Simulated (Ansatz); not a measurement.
# LiBr: how the settings move a single-point run

How sensitive is a single-point run of LiBr to its settings? A reference run comes first, then two runs with altered input.

Computed with Ansatz 0.2.0 (reference: DFT, LDA, PAW with Ansatz's default frozen-core files, scalar-relativistic, unless a step's input says otherwise).

### Step 1. The starting structure

Symmetry: Fm-3m, No. 225, cubic system. Conventional cell: a = 5.501 Å, b = 5.501 Å, c = 5.501 Å, α = 90.00°, β = 90.00°, γ = 90.00°. Li (site symmetry m-3m) is surrounded by 6 Br at 2.75 Å. Br (site symmetry m-3m) has 6 Li at 2.75 Å as nearest neighbours.

Structure file:

```xyz
2
Lattice="0.0000 2.7506 2.7506 2.7506 0.0000 2.7506 2.7506 2.7506 0.0000" Properties=species:S:1:pos:R:3 pbc="T T T"
Li    0.0000    0.0000    0.0000
Br    2.7506    2.7506    2.7506
```

### Step 2. Baseline

input.yaml

```yaml
crystal:
  lattice:
    - [0.0, 2.75065, 2.75065]
    - [2.75065, 0.0, 2.75065]
    - [2.75065, 2.75065, 0.0]
  atoms:
    - { symbol: Li, position: [0.0, 0.0, 0.0] }
    - { symbol: Br, position: [0.5, 0.5, 0.5] }
kpoints:
  mp_grid: { grid: [7, 7, 7] }
scf:
  occupations: { method: fermi_dirac, width: 0.03 }
hamiltonian:
  xc: lda
  pseudopotentials: { kind: paw }
output:
  forces: true
  stress: true
  eigenvalues: true
  efg: { contact_densities: true }
  populations: true
```

The run is started by

```
$ ansatz run input.yaml --threads 1 --pin off --max-ram 2048MiB --backend cpu --events-out ev --progress --plain --runs-dir out
```

### Step 3. Changed: preconditioner kerker_dos, ecutwfc 33.1 Ry

input.yaml, as its differences from that of step 2:

```diff
@@ -12,2 +12,3 @@
   occupations: { method: fermi_dirac, width: 0.03 }
+  mixing: { preconditioner: kerker_dos }
 hamiltonian:
@@ -21 +22,3 @@
   populations: true
+basis:
+  ecutwfc: "33.1 Ry"
```

### Step 4. Variant: dr2_threshold 1.0e-08

input.yaml, as its differences from that of step 2:

```diff
@@ -12,2 +12,3 @@
   occupations: { method: fermi_dirac, width: 0.03 }
+  convergence: { dr2_threshold: 1.0e-08 }
 hamiltonian:
```

Q: Predict the outcome of this session. Wanted: for each run, ending; energy change; pressure; gap; force.

As calculated:

| run | ending | energy change | pressure (GPa) | gap (eV) | force (eV/Å) | cycles | time |
| --- | --- | --- | --- | --- | --- | --- | --- |
| reference | converged | 0 | -2.8 | 4.64 | 0.00 | 6 | 1.6 s |
| 1: preconditioner kerker_dos, ecutwfc 33.1 Ry | converged | -0.3 meV/atom | -2.8 | 4.64 | 0.00 | 6 | 1.6 s |
| 2: dr2_threshold 1.0e-08 | converged | 0.0 meV/atom | -2.8 | 4.64 | 0.00 | 6 | 1.6 s |

Residual by cycle in the longest SCF loop of each run; runs are numbered as in the table. The quantity is the density residual dr2, in eV.

```csv
cycle,reference,run 1,run 2
1,0.00449,0.00448,0.00449
2,9.5e-4,9.5e-4,9.5e-4
3,4.9e-6,4.6e-6,4.9e-6
4,3.7e-7,8.7e-8,3.7e-7
5,6.0e-9,8.4e-9,6.0e-9
6,1.6e-10,2.2e-10,1.6e-10
```

**Reading.** Of the converged runs whose energies compare with the reference's, «preconditioner kerker_dos, ecutwfc 33.1 Ry» moves the energy most (-0.3 meV/atom) and «dr2_threshold 1.0e-08» least (0.0 meV/atom).

These are semilocal Kohn-Sham gaps, which aren't the measured quantity. Such gaps usually fall short of the measured ones.
